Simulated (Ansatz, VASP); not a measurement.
## Cu: VASP beside Ansatz

```
Cu
1.0
     0.00000    1.78872    1.78872
     1.78872    0.00000    1.78872
     1.78872    1.78872    0.00000
Cu
1
Cartesian
  0.0000 0.0000 0.0000
```

Alike in both runs: task relaxation of cell and atoms; functional PBE; k mesh 20 × 20 × 20; occupations gaussian, width 0.1 eV; no spin polarisation.

```csv
,VASP,Ansatz
version,VASP 6.6.1,Ansatz 0.2.0
potentials or method,"VASP PAW PBE potentials, release 64 (Cu)","scalar-relativistic, plane waves, PAW"
plane-wave cutoff (eV),600,420
valence electrons in the cell,11,19
```

```tsv
	VASP	Ansatz	Ansatz less VASP
gap on the k mesh at the Fermi level, each at its own relaxed structure (eV)	none	none	-
relaxed volume (Å³/atom)	12.01	11.96	-0.051
relaxed cell length with the largest relative difference (Å)	2.570	2.567	-0.0037
energy change over the relaxation (meV/atom)	-12	-10	+2.0
```

A gap of «none» marks a metal or a gap that the smearing closes. The two sets of potentials don't hold the same shells in valence.
